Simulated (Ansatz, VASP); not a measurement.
## One calculation of Ga, two programs

Contents of INCAR:

```
ALGO = Normal
EDIFF = 1E-7
ENCUT = 520
GGA = PE
ISIF = 2
ISMEAR = -1
LASPH = T
LCHARG = F
LREAL = F
LWAVE = F
NBANDS = 20
NELM = 100
PREC = Accurate
SIGMA = 0.05
```

Contents of KPOINTS:

```
k-points
0
Gamma
  11 11 11
```

File POSCAR:

```
Ga
1.0
    0.0000000000      2.5849942786      2.5849942786
    2.5849942786      0.0000000000      2.5849942786
    2.5849942786      2.5849942786      0.0000000000
Ga
2
Direct
   -0.1250000000     -0.1250000000     -0.1250000000
    0.1250000000      0.1250000000      0.1250000000
```

Input for Ansatz:

```yaml
crystal:
  lattice:
    - [0.0, 2.5849942786, 2.5849942786]
    - [2.5849942786, 0.0, 2.5849942786]
    - [2.5849942786, 2.5849942786, 0.0]
  atoms:
    - { symbol: Ga, position: [-0.125, -0.125, -0.125] }
    - { symbol: Ga, position: [0.125, 0.125, 0.125] }
kpoints:
  mp_grid: { grid: [11, 11, 11] }
scf:
  occupations: { method: fermi_dirac, width: 0.05 }
hamiltonian:
  xc: pbe
  pseudopotentials: { kind: paw }
output:
  forces: true
  stress: true
  eigenvalues: true
  populations: true
```

Change from the starting cell: volume scaled by 0.68, PAW files.

Alike in both runs: task single point; functional PBE; k mesh 11 × 11 × 11; occupations fermi-dirac, width 0.05 eV; no spin polarisation.

|  | VASP | Ansatz |
| --- | --- | --- |
| version | VASP 6.6.1 | Ansatz 0.2.0 |
| potentials or method | VASP PAW PBE potentials, release 64 (Ga_d) | PAW with Ansatz's default frozen-core files, scalar-relativistic |
| plane-wave cutoff (eV) | 520 | 420 |
| valence electrons in the cell | 26 | 26 |

```csv
,VASP,Ansatz,Ansatz less VASP
pressure (GPa),35.3,35.0,-0.28
```

Caveats: so large a pressure means that the cell lies far from this level's equilibrium, or that cutoff or potentials fall short (VASP).
